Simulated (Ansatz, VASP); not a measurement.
# One calculation of Co, two programs

```
Co
1.0
     2.48837    0.00000    0.00000
    -1.24419    2.15499    0.00000
     0.00000    0.00000    4.04777
Co
2
Direct
  0.66667 0.33333 0.75000
  0.33333 0.66667 0.25000
```

Change from the starting cell: volume scaled by 1.02.

Alike in both runs: task single point; functional LDA; k mesh 12 × 12 × 7; occupations fermi-dirac, width 0.05 eV; collinear spin.

```csv
,VASP,Ansatz
version,VASP 6.6.1,Ansatz 0.2.0
potentials or method,"VASP PAW LDA potentials, release 64 (Co), cutoff 520 eV","all-electron LAPW, scalar-relativistic"
```

|  | VASP | Ansatz | Ansatz less VASP |
| --- | --- | --- | --- |
| gap on the k mesh at the Fermi level (eV) | none | none | - |
| pressure (GPa) | -19.2 | -18.3 | +0.90 |
| largest component of the traceless stress (GPa) | 1.72 | 1.80 | +0.077 |
| net moment per atom (μB) | 1.53 | 1.57 | +0.042 |
| size of the moment on the site where the two differ most (μB) | 1.53 | 1.61 | +0.077 |

Site moments also hang on the region over which each program counts them. A gap of «none» marks a metal or a gap that the smearing closes. Ansatz ran all-electron here, so the differences hold the error of VASP's frozen core and of both bases.

Caveats: so large a pressure means that the cell lies far from this level's equilibrium, or that cutoff or potentials fall short (VASP).
